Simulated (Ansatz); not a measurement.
Calculation for SnTe (zincblende type): DFT, PBE, PAW with Ansatz's default frozen-core files, scalar-relativistic (Ansatz 0.2.0). This run: cell relaxed at zero pressure.

The start is a guessed cell of a prototype that needn't be stable.

Command: `ansatz run input.yaml --threads 1 --pin off --max-ram 2048MiB --backend cpu --events-out ev --progress --plain --runs-dir out` It took 110 s on 1 thread of Intel(R) Xeon(R) Platinum 8488C (Sapphire Rapids), with other jobs on the host, peak memory 0.54 GiB.

```yaml
crystal:
  lattice:
    - [0.0, 3.107232506, 3.107232506]
    - [3.107232506, 0.0, 3.107232506]
    - [3.107232506, 3.107232506, 0.0]
  atoms:
    - { symbol: Sn, position: [0.0, 0.0, 0.0] }
    - { symbol: Te, position: [0.25, 0.25, 0.25] }
kpoints:
  mp_grid: { grid: [12, 12, 12] }
scf:
  occupations: { method: fermi_dirac, width: 0.08 }
hamiltonian:
  xc: pbe
  pseudopotentials: { kind: paw }
output:
  forces: true
  stress: true
  write_density: true
  write_potential: true
  elf: true
  volumetric_format: npy
relax:
  f_tol: 0.005
  max_steps: 40
  cell: {}
```

Output:

```
Engine: ansatz 0.2.0
Pseudopotentials: kind: paw
Pseudopotential: Sn, paw, valence charge 14, recommended cutoff 420 eV (normal), Sn.paw.azcp
Pseudopotential: Te, paw, valence charge 16, recommended cutoff 420 eV (normal), Te.paw.azcp
Functional definition: PBE
  parameter kappa = 0.804
  parameter beta = 0.06672455060314922
  exchange = pbe_x(kappa = kappa, mu = beta*pi^2/3)
  correlation = pbe_c(beta = beta)
Crystal: 2 atoms, lattice volume = 60.000 Å³
Basis set: ecut = 420 eV, 1211 PW (Γ), exchange–correlation on 60×60×60 points (8 copies of the dense FFT grid, shifted against one another)
Bands: 19, of which v1, the nominal top of the filled ones, is band 15 counted from 1 (14 counted from 0)
Symmetry: 24 space group operations
Space group: F-43m (ITA 216), of the structure as read, at distance tolerance 3.9e-5 Å
k-points: 72 of 1728 (time reversal used)
Non-local potential: Sn, projectors of the file, l = 0: 2, l = 1: 2, l = 2: 2, l = 3: 2
Non-local potential: Te, projectors of the file, l = 0: 2, l = 1: 2, l = 2: 2, l = 3: 2
PAW form: soft (Blöchl's): semilocal exchange-correlation on the pseudo side does not see the compensation charge
PAW one-centre angular grid: Sn, 590 points (default); XC on 64 Gauss nodes
PAW one-centre angular grid: Te, 590 points (default); XC on 64 Gauss nodes
Initial density: superposition of atomic densities (neutral atoms: chi_scale 0, normalization atom), corrected by the library's trained network
Initial wavefunctions: pseudopotential atomic-orbital guess
Functional: x = pbe(κ = 0.804, μ = 0.2195149727645171), c = pbe(β = 0.06672455060314922)
SCF iter   1: F=—  HF=-13002.448282 eV  |F-HF|=—  |Δ(HF+E_count)|=         —  Δρ=1.61e-3  dr2=2.03e-3  ethr=1.77e-3  ⟨swp⟩=5.8  Hψ=7252  notcnv=0
preconditioner: auto → Kerker (q_TF=auto, 2.431 Å⁻¹)  [metal: Δε(μ)=0.055 eV  Ē_g=9.554 eV  σ=0.080 eV  W_gap=0.17  n_scr=14 (ndim 8)  ℏωp=15.2 eV  f_vac=0.024  D(μ)=0.85/eV (n_scr^D=0)]
SCF iter   2: F=—  HF=-13002.447247 eV  |F-HF|=—  |Δ(HF+E_count)|=   1.04e-3  Δρ=1.05e-3  dr2=7.46e-4  ethr=6.78e-6  ⟨swp⟩=2.1  Hψ=2988  notcnv=0
SCF iter   3: F=—  HF=-13002.447394 eV  |F-HF|=—  |Δ(HF+E_count)|=   1.47e-4  Δρ=5.34e-4  dr2=2.51e-4  ethr=2.49e-6  ⟨swp⟩=2.3  Hψ=1877  notcnv=0
SCF iter   4: F=—  HF=-13002.447517 eV  |F-HF|=—  |Δ(HF+E_count)|=   1.23e-4  Δρ=1.96e-4  dr2=3.38e-5  ethr=8.37e-7  ⟨swp⟩=2.0  Hψ=1661  notcnv=0
SCF iter   5: F=—  HF=-13002.447535 eV  |F-HF|=—  |Δ(HF+E_count)|=   1.79e-5  Δρ=7.15e-5  dr2=5.35e-6  ethr=1.13e-7  ⟨swp⟩=2.9  Hψ=2137  notcnv=0
SCF iter   6: F=—  HF=-13002.447537 eV  |F-HF|=—  |Δ(HF+E_count)|=   2.48e-6  Δρ=3.49e-5  dr2=6.77e-7  ethr=1.78e-8  ⟨swp⟩=2.0  Hψ=2469  notcnv=0
SCF iter   7: F=-13002.447537 eV  HF=-13002.447537 eV  |F-HF|=6.17e-8  |Δ(HF+E_count)|=   1.42e-7  Δρ=1.38e-5  dr2=9.39e-8  ethr=3.33e-10  ⟨swp⟩=7.3  Hψ=9535  notcnv=0
SCF 1 converged in 7 iterations: F = -13002.447537 eV  dr2 = 9.39e-8
  greatest PAW one-centre occupation: 0.998 electrons in one spin orbital (limit 2), on the Te atom at site 1 (counted from 0), in its partial waves of l = 2
relax step   1: F+E_penalty+E_count = -13002.44753720 eV  Δ(F+E_penalty+E_count) = +0.000e0 eV  max|allowed force component| = 4.163e-16 eV/Å  Δτ_max = 0.0000 Å  P = +24.631 GPa  Ω = 60.000 Å³  (7 SCF iters, dr2 threshold 1.00e-7 eV, accepted)
Crystal: 2 atoms, lattice volume = 69.210 Å³
Basis set: ecut = 420 eV, 1363 PW (Γ), exchange–correlation on 60×60×60 points (8 copies of the dense FFT grid, shifted against one another)
Initial density: handed on by an earlier stage of this run
Initial wavefunctions: those handed on with the density
iter 1 solved again at ethr=6.23e-5 eV; its pass at ethr=3.10e-3 eV (dr2=1.87e-2 eV) is discarded
SCF iter   1: F=—  HF=-13003.484186 eV  |F-HF|=—  |Δ(HF+E_count)|=         —  Δρ=4.03e-3  dr2=1.85e-2  ethr=6.23e-5  ⟨swp⟩=1.6  Hψ=9473  notcnv=0
preconditioner: auto → Kerker (q_TF=auto, 2.373 Å⁻¹)  [metal: Δε(μ)=0.041 eV  Ē_g=8.937 eV  σ=0.080 eV  W_gap=0.13  n_scr=14 (ndim 8)  ℏωp=14.1 eV  f_vac=0.076  D(μ)=0.83/eV (n_scr^D=0)]
SCF iter   2: F=—  HF=-13003.481664 eV  |F-HF|=—  |Δ(HF+E_count)|=   2.52e-3  Δρ=2.41e-3  dr2=6.92e-3  ethr=6.18e-5  ⟨swp⟩=1.0  Hψ=1368  notcnv=0
SCF iter   3: F=—  HF=-13003.480294 eV  |F-HF|=—  |Δ(HF+E_count)|=   1.37e-3  Δρ=3.49e-4  dr2=1.43e-4  ethr=2.31e-5  ⟨swp⟩=2.0  Hψ=1686  notcnv=0
SCF iter   4: F=—  HF=-13003.480350 eV  |F-HF|=—  |Δ(HF+E_count)|=   5.55e-5  Δρ=1.51e-4  dr2=4.13e-5  ethr=4.75e-7  ⟨swp⟩=2.1  Hψ=1722  notcnv=0
SCF iter   5: F=—  HF=-13003.480371 eV  |F-HF|=—  |Δ(HF+E_count)|=   2.10e-5  Δρ=6.10e-5  dr2=5.53e-6  ethr=1.38e-7  ⟨swp⟩=2.0  Hψ=1686  notcnv=0
SCF iter   6: F=—  HF=-13003.480378 eV  |F-HF|=—  |Δ(HF+E_count)|=   6.81e-6  Δρ=1.96e-5  dr2=3.66e-7  ethr=1.84e-8  ⟨swp⟩=2.0  Hψ=1754  notcnv=0
SCF iter   7: F=-13003.480378 eV  HF=-13003.480378 eV  |F-HF|=1.65e-8  |Δ(HF+E_count)|=   6.23e-7  Δρ=6.07e-6  dr2=4.35e-8  ethr=6.67e-10  ⟨swp⟩=9.7  Hψ=9140  notcnv=0
SCF 2 converged in 7 iterations: F = -13003.480378 eV  dr2 = 4.35e-8
relax step   2: F+E_penalty+E_count = -13003.48037833 eV  Δ(F+E_penalty+E_count) = -1.033e0 eV  max|allowed force component| = 2.660e-16 eV/Å  Δτ_max = 0.0000 Å  P = +12.630 GPa  Ω = 69.210 Å³  energy of the carried Pulay correction = -2.296e-3 eV  (7 SCF iters, dr2 threshold 2.00e-7 eV, accepted)
Crystal: 2 atoms, lattice volume = 79.317 Å³
Basis set: ecut = 420 eV, 1471 PW (Γ), exchange–correlation on 60×60×60 points (8 copies of the dense FFT grid, shifted against one another)
iter 1 solved again at ethr=8.66e-5 eV; its pass at ethr=3.10e-3 eV (dr2=2.60e-2 eV) is discarded
SCF iter   1: F=—  HF=-13004.031225 eV  |F-HF|=—  |Δ(HF+E_count)|=         —  Δρ=3.75e-3  dr2=2.55e-2  ethr=8.66e-5  ⟨swp⟩=1.0  Hψ=9703  notcnv=0
preconditioner: auto → Kerker (q_TF=auto, 2.320 Å⁻¹)  [metal: Δε(μ)=0.004 eV  Ē_g=8.405 eV  σ=0.080 eV  W_gap=0.01  n_scr=14 (ndim 8)  ℏωp=13.2 eV  f_vac=0.148  D(μ)=0.74/eV (n_scr^D=0)]
SCF iter   2: F=—  HF=-13004.026818 eV  |F-HF|=—  |Δ(HF+E_count)|=   4.41e-3  Δρ=2.12e-3  dr2=8.44e-3  ethr=8.50e-5  ⟨swp⟩=1.0  Hψ=1368  notcnv=0
SCF iter   3: F=—  HF=-13004.024767 eV  |F-HF|=—  |Δ(HF+E_count)|=   2.05e-3  Δρ=3.83e-4  dr2=2.07e-4  ethr=2.81e-5  ⟨swp⟩=2.0  Hψ=1627  notcnv=0
[... lines left out ...]
iter 1 solved again at ethr=3.39e-7 eV; its pass at ethr=3.10e-3 eV (dr2=1.02e-4 eV) is discarded
SCF iter   1: F=—  HF=-13004.246703 eV  |F-HF|=—  |Δ(HF+E_count)|=         —  Δρ=1.55e-4  dr2=7.49e-7  ethr=3.39e-7  ⟨swp⟩=3.4  Hψ=10958  notcnv=0
preconditioner: auto → none  [metal: Δε(μ)=0.083 eV  Ē_g=7.797 eV  σ=0.080 eV  W_gap=0.25  n_scr=14 (ndim 8)  ℏωp=12.1 eV  f_vac=0.206  D(μ)=0.23/eV (n_scr^D=0)]
SCF iter   2: F=—  HF=-13004.248014 eV  |F-HF|=—  |Δ(HF+E_count)|=   1.31e-3  Δρ=7.72e-5  dr2=2.57e-7  ethr=2.50e-9  ⟨swp⟩=3.3  Hψ=2785  notcnv=0
SCF iter   3: F=—  HF=-13004.248389 eV  |F-HF|=—  |Δ(HF+E_count)|=   3.75e-4  Δρ=3.48e-5  dr2=6.44e-8  ethr=8.58e-10  ⟨swp⟩=2.6  Hψ=2177  notcnv=0
SCF iter   4: F=—  HF=-13004.248480 eV  |F-HF|=—  |Δ(HF+E_count)|=   9.04e-5  Δρ=6.93e-6  dr2=1.30e-8  ethr=2.15e-10  ⟨swp⟩=2.3  Hψ=1934  notcnv=0
SCF iter   5: F=—  HF=-13004.248483 eV  |F-HF|=—  |Δ(HF+E_count)|=   3.34e-6  Δρ=7.40e-7  dr2=1.95e-10  ethr=4.32e-11  ⟨swp⟩=2.1  Hψ=1805  notcnv=0
SCF iter   6: F=-13004.248483 eV  HF=-13004.248483 eV  |F-HF|=3.85e-9  |Δ(HF+E_count)|=   2.83e-8  Δρ=2.53e-7  dr2=1.86e-11  ethr=1.00e-12  ⟨swp⟩=5.6  Hψ=7376  notcnv=0
SCF 9 converged in 6 iterations: F = -13004.248483 eV  dr2 = 1.86e-11
relax step   9: F+E_penalty+E_count = -13004.24848313 eV  Δ(F+E_penalty+E_count) = -2.980e-4 eV  max|allowed force component| = 2.637e-16 eV/Å  Δτ_max = 0.0000 Å  P = +0.014 GPa  Ω = 93.801 Å³  stress off target by 1.42e-2 GPa  SCF on the basis re-selected at this cell (its energy is not comparable with the rows above)  (6 SCF iters)
basis re-selected at this cell: Δ(F+E_penalty+E_count) = -2.980e-4 eV, ΔP = -0.001 GPa vs the last step (what re-selecting the basis moved, of the pressure what is left beyond the Pulay correction that the steps carried, after the strain that the cell walked since its last selection, with what the two solves' SCF thresholds leave and, on support functions, any second-order correction that the steps lacked; it is no measure of the basis error at this ecutwfc). This SCF's stress stands 1.42e-2 GPa from its target on what of the cell is left free (relax.cell.stress_tol is 5.00e-2 GPa) and its largest allowed force component is 2.64e-16 eV/Å (relax.f_tol is 5.00e-3 eV/Å): within both
SCF converged after 6 iterations
Free energy (F): -13004.248483 eV
Harris-Foulkes:  -13004.248483 eV  (|F-HF|=3.85e-9)
Internal energy: -13004.242537 eV  (E = F + TS)
E sigma→0 (E₀):  -13004.245510 eV
Entropy (-TS):   -0.005946 eV (-2.973 meV/atom)
Fermi energy:    5.102152 eV
--- Per-component energies (eV) ---
  E_band       = -482.636248
  E_kinetic    = 364.142890
  E_local      = -3017.641344  (includes V_loc(G=0)·N_el)
  E_nonlocal   = -343.316345
  E_hartree    = 1720.934809
  E_xc         = -506.550611
  E_vxc        = -199.101080  (∫ρ·V_xc dr)
  E_paw        = -8794.480859  (= ΣΔE_a)
  E_vpaw       = -728.589707  (= ΣTr[D̂ρ^β])
  E_aug_tail   = -0.000199  (compensation charges beyond the density's cutoff)
  E_ewald      = -2427.330878
  E_smearing   = -0.005946  (= −TS)
  E_closure    = 0.000000  (closes the sum)
  Σ components = -13004.248483   (vs F -13004.248483, Δ=0.00e0)
--- Forces (eV/Å), atoms counted from 1 ---
  atom   1  Sn    -0.00000000     0.00000000     0.00000000
  atom   2  Te     0.00000000    -0.00000000    -0.00000000
  max |Σ_I F_I| component: 3.98e-16 eV/Å
--- Stress (GPa, compression-positive) ---
        0.014218      -0.000000      -0.000000
       -0.000000       0.014218       0.000000
       -0.000000       0.000000       0.014218
  P = ⅓ Tr σ = 0.0142 GPa (0.142 kbar)
--- Band table (eV; the first three rows and the last of 72) ---
  k-point 0: bands = ["-31.6105", "-31.6105", "-31.6105", "-31.6083", "-31.6083", "-16.7746", "-16.7746", "-16.7746", "-16.7659", "-16.7659", "-6.5185", "-0.1382", "3.0901", "3.0901", "3.0901", "6.0434", "6.0434", "6.0434", "9.1610"]
  k-point 1: bands = ["-31.6105", "-31.6105", "-31.6105", "-31.6083", "-31.6083", "-16.7747", "-16.7745", "-16.7745", "-16.7659", "-16.7659", "-6.4885", "-0.2908", "3.0439", "3.0439", "3.1377", "6.0878", "6.1202", "6.1202", "9.3902"]
  k-point 2: bands = ["-31.6105", "-31.6105", "-31.6105", "-31.6083", "-31.6083", "-16.7749", "-16.7742", "-16.7742", "-16.7659", "-16.7659", "-6.4031", "-0.6699", "2.9283", "2.9283", "3.1961", "6.3075", "6.3135", "6.3135", "9.9365"]
  k-point 71: bands = ["-31.6105", "-31.6105", "-31.6104", "-31.6083", "-31.6083", "-16.7770", "-16.7727", "-16.7717", "-16.7663", "-16.7656", "-5.7519", "-2.3178", "1.6356", "1.7252", "5.0687", "6.3880", "7.2782", "8.1595", "10.3574"]
--- Relaxed structure (7 steps of the walk, 7 accepted, 2 SCFs on fresh bases) ---
  F+E_penalty+E_count = -13004.24848313 eV   max|allowed force component| = 2.637e-16 eV/Å   (the final SCF, on the basis selected at the relaxed cell)
  cell:  # Å, volume = 93.8012 Å³
    - [2.2195252200032237e-33, 3.606279829724199, 3.606279829724199]
    - [3.606279829724199, -9.51568137156658e-33, 3.606279829724199]
    - [3.606279829724199, 3.606279829724199, -2.7611287733268163e-33]
  atoms:
    - { symbol: Sn, position: [1.2990428515784787e-33, -5.2943098324769e-34, -3.272141735486943e-33] }
    - { symbol: Te, position: [0.25, 0.25, 0.25] }
```

Next run (the series' base cell), as changes to the input before:

```diff
   lattice:
-    - [0.0, 3.107232506, 3.107232506]
-    - [3.107232506, 0.0, 3.107232506]
-    - [3.107232506, 3.107232506, 0.0]
+    - [0.0, 3.6062798297, 3.6062798297]
+    - [3.6062798297, 0.0, 3.6062798297]
+    - [3.6062798297, 3.6062798297, 0.0]
   atoms:
   mp_grid: { grid: [12, 12, 12] }
+  band_path:
+    path:
+      - [0.0, 0.0, 0.0]
+      - [-0.5, -0.5, 0.0]
+      - [-0.375, -0.375, 0.25]
+      - [-0.375, 0.0, 0.375]
+      - [0.0, 0.0, 0.0]
+      - [0.0, 0.0, 0.5]
+      - [-0.5, -0.25, 0.25]
+      - [-0.5, -0.5, 0.0]
+    npoints: 8
 scf:
   stress: true
+  eigenvalues: true
+  populations: true
+  dos: { projected: true, de: 0.2, e_range: [-14, 8] }
   write_density: true
   volumetric_format: npy
-relax:
-  f_tol: 0.005
-  max_steps: 40
-  cell: {}
```

Command: `ansatz run input.yaml --threads 1 --pin off --max-ram 2048MiB --backend cpu --events-out ev --progress --plain --runs-dir out` It took 12 s on 1 thread of Intel(R) Xeon(R) Platinum 8488C (Sapphire Rapids) (shared host), peak memory 0.49 GiB.

Results part of the output:

```
SCF 1 converged in 6 iterations: F = -13004.248483 eV  dr2 = 8.68e-8
  greatest PAW one-centre occupation: 0.998 electrons in one spin orbital (limit 2), on the Te atom at site 1 (counted from 0), in its partial waves of l = 2
NSCF: frozen V_eff on 57 k-points
SCF converged after 6 iterations
Free energy (F): -13004.248483 eV
Harris-Foulkes:  -13004.248483 eV  (|F-HF|=2.04e-8)
Internal energy: -13004.242535 eV  (E = F + TS)
E sigma→0 (E₀):  -13004.245509 eV
Entropy (-TS):   -0.005948 eV (-2.974 meV/atom)
Fermi energy:    5.101969 eV
--- Per-component energies (eV) ---
  E_band       = -482.635414
  E_kinetic    = 364.144501
  E_local      = -3017.638158  (includes V_loc(G=0)·N_el)
  E_nonlocal   = -343.317570
  E_hartree    = 1720.930311
  E_xc         = -506.551100
  E_vxc        = -199.101723  (∫ρ·V_xc dr)
  E_paw        = -8794.479443  (= ΣΔE_a)
  E_vpaw       = -728.587031  (= ΣTr[D̂ρ^β])
  E_aug_tail   = -0.000199  (compensation charges beyond the density's cutoff)
  E_ewald      = -2427.330878
  E_smearing   = -0.005948  (= −TS)
  E_closure    = 0.000000  (closes the sum)
  Σ components = -13004.248483   (vs F -13004.248483, Δ=0.00e0)
--- Forces (eV/Å), atoms counted from 1 ---
  atom   1  Sn    -0.00000000     0.00000000     0.00000000
  atom   2  Te     0.00000000    -0.00000000     0.00000000
  max |Σ_I F_I| component: 6.20e-16 eV/Å
--- Stress (GPa, compression-positive) ---
        0.014398      -0.000000      -0.000000
       -0.000000       0.014398       0.000000
       -0.000000       0.000000       0.014398
  P = ⅓ Tr σ = 0.0144 GPa (0.144 kbar)
--- Band table (eV; the first three rows and the last of 72) ---
  k-point 0: bands = ["-31.6106", "-31.6106", "-31.6106", "-31.6084", "-31.6084", "-16.7742", "-16.7742", "-16.7742", "-16.7656", "-16.7656", "-6.5186", "-0.1383", "3.0899", "3.0899", "3.0899", "6.0433", "6.0433", "6.0433", "9.1604"]
  k-point 1: bands = ["-31.6106", "-31.6106", "-31.6106", "-31.6084", "-31.6084", "-16.7743", "-16.7741", "-16.7741", "-16.7656", "-16.7656", "-6.4887", "-0.2909", "3.0438", "3.0438", "3.1375", "6.0877", "6.1202", "6.1202", "9.3896"]
  k-point 2: bands = ["-31.6106", "-31.6106", "-31.6106", "-31.6084", "-31.6084", "-16.7746", "-16.7739", "-16.7739", "-16.7656", "-16.7656", "-6.4032", "-0.6700", "2.9281", "2.9281", "3.1960", "6.3074", "6.3134", "6.3134", "9.9360"]
  k-point 71: bands = ["-31.6106", "-31.6106", "-31.6105", "-31.6084", "-31.6084", "-16.7767", "-16.7724", "-16.7714", "-16.7660", "-16.7652", "-5.7520", "-2.3179", "1.6354", "1.7251", "5.0686", "6.3879", "7.2779", "8.1594", "10.3572"]
--- Löwdin populations: 2 sites ---
  site symbol       q [e]
     0     Sn     13.7891
     1     Te     16.1539
  spilling = 0.001900 (of n_electrons = 30.000000)
```

Next run (volume at 0.94 of the series' base cell), as changes to the input before:

```diff
   lattice:
-    - [0.0, 3.6062798297, 3.6062798297]
-    - [3.6062798297, 0.0, 3.6062798297]
-    - [3.6062798297, 3.6062798297, 0.0]
+    - [0.0, 3.5326616253, 3.5326616253]
+    - [3.5326616253, 0.0, 3.5326616253]
+    - [3.5326616253, 3.5326616253, 0.0]
   atoms:
   mp_grid: { grid: [12, 12, 12] }
-  band_path:
-    path:
-      - [0.0, 0.0, 0.0]
-      - [-0.5, -0.5, 0.0]
-      - [-0.375, -0.375, 0.25]
-      - [-0.375, 0.0, 0.375]
-      - [0.0, 0.0, 0.0]
-      - [0.0, 0.0, 0.5]
-      - [-0.5, -0.25, 0.25]
-      - [-0.5, -0.5, 0.0]
-    npoints: 8
 scf:
   populations: true
-  dos: { projected: true, de: 0.2, e_range: [-14, 8] }
-  write_density: true
-  write_potential: true
-  elf: true
-  volumetric_format: npy
```

Results part of the output:

```
SCF 1 converged in 7 iterations: F = -13004.219880 eV  dr2 = 1.49e-8
  greatest PAW one-centre occupation: 0.998 electrons in one spin orbital (limit 2), on the Te atom at site 1 (counted from 0), in its partial waves of l = 2
SCF converged after 7 iterations
Free energy (F): -13004.219880 eV
Harris-Foulkes:  -13004.219880 eV  (|F-HF|=1.27e-8)
Internal energy: -13004.210409 eV  (E = F + TS)
E sigma→0 (E₀):  -13004.215145 eV
Entropy (-TS):   -0.009471 eV (-4.735 meV/atom)
Fermi energy:    5.748437 eV
--- Per-component energies (eV) ---
  E_band       = -466.038794
  E_kinetic    = 365.349703
  E_local      = -2933.885928  (includes V_loc(G=0)·N_el)
  E_nonlocal   = -343.216832
  E_hartree    = 1687.131957
  E_xc         = -507.137624
  E_vxc        = -199.908253  (∫ρ·V_xc dr)
  E_paw        = -8794.536742  (= ΣΔE_a)
  E_vpaw       = -728.646779  (= ΣTr[D̂ρ^β])
  E_aug_tail   = -0.000183  (compensation charges beyond the density's cutoff)
  E_ewald      = -2477.914760
  E_smearing   = -0.009471  (= −TS)
  E_closure    = 0.000000  (closes the sum)
  Σ components = -13004.219880   (vs F -13004.219880, Δ=0.00e0)
--- Forces (eV/Å), atoms counted from 1 ---
  atom   1  Sn    -0.00000000     0.00000000    -0.00000000
  atom   2  Te     0.00000000    -0.00000000     0.00000000
  max |Σ_I F_I| component: 3.98e-16 eV/Å
--- Stress (GPa, compression-positive) ---
        1.690568       0.000000      -0.000000
        0.000000       1.690568       0.000000
       -0.000000       0.000000       1.690568
  P = ⅓ Tr σ = 1.6906 GPa (16.906 kbar)
--- Band table (eV; the first three rows and the last of 72) ---
  k-point 0: bands = ["-31.1004", "-31.1004", "-31.1004", "-31.0972", "-31.0972", "-16.1171", "-16.1171", "-16.1171", "-16.1044", "-16.1044", "-6.1924", "0.7026", "3.6019", "3.6019", "3.6019", "6.6598", "6.6598", "6.6598", "9.8062"]
  k-point 1: bands = ["-31.1004", "-31.1004", "-31.1004", "-31.0972", "-31.0972", "-16.1173", "-16.1170", "-16.1170", "-16.1044", "-16.1044", "-6.1587", "0.5090", "3.5513", "3.5513", "3.6758", "6.7105", "6.7433", "6.7433", "10.0516"]
  k-point 2: bands = ["-31.1004", "-31.1004", "-31.1004", "-31.0972", "-31.0972", "-16.1176", "-16.1166", "-16.1166", "-16.1044", "-16.1044", "-6.0622", "0.0452", "3.4251", "3.4251", "3.7722", "6.9517", "6.9517", "6.9613", "10.6288"]
  k-point 71: bands = ["-31.1004", "-31.1004", "-31.1002", "-31.0972", "-31.0971", "-16.1207", "-16.1146", "-16.1131", "-16.1049", "-16.1039", "-5.3077", "-1.8475", "2.0129", "2.1103", "5.8146", "7.1206", "7.9098", "8.8517", "11.1443"]
--- Löwdin populations: 2 sites ---
  site symbol       q [e]
     0     Sn     13.8185
     1     Te     16.1160
  spilling = 0.002182 (of n_electrons = 30.000000)
```

Spin–orbit coupling is left out, which matters for the heavy atoms.
